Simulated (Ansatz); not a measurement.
HfO2, DFT, PBE, all-electron PAW with datasets made for the crystal, scalar-relativistic (Ansatz 0.2.0), run on 1 thread of Arm Neoverse V1 on a shared host.

The cell is COD entry 9009016, as deposited and not checked against the literature; nothing was relaxed. The listed cell was then made from it by scaling, straining or moving an atom.

Command: `ansatz run input.yaml --threads 1 --pin off --max-ram 4096MiB --backend cpu --events-out ev --progress --plain --runs-dir out`

```yaml
crystal:
  lattice:
    - [0.0, 2.50635, 2.5575]
    - [2.50635, 0.0, 2.5575]
    - [2.50635, 2.50635, 0.0]
  atoms:
    - { symbol: Hf, position: [0.0, 0.0, 0.0] }
    - { symbol: O, position: [0.25, 0.25, 0.25] }
    - { symbol: O, position: [0.75, 0.75, 0.75] }
kpoints:
  mp_grid: { grid: [9, 9, 9] }
scf:
  occupations: { method: fermi_dirac, width: 0.01 }
hamiltonian:
  xc: pbe
  pseudopotentials: { kind: all_electron, datasets: crystal }
output:
  forces: true
  stress: true
  eigenvalues: true
  efg: { contact_densities: true }
```

(1) How large is the problem that the program sets up?

(2) About how long does it take, and how much memory does it use?

(3) And the same cell and mesh by PAW (frozen-core files), asked for forces, stress, eigenvalues, efg, on the same hardware?

## Answers

(1) 75 irreducible k-points, 725 plane waves at Γ, 23 bands.

(2) 20 s of wall time for 10 SCF iterations, with a peak of 0.67 GiB. Times on shared machines scatter by tens of per cent.

(3) 4.8 s, peak memory 0.4 GiB.
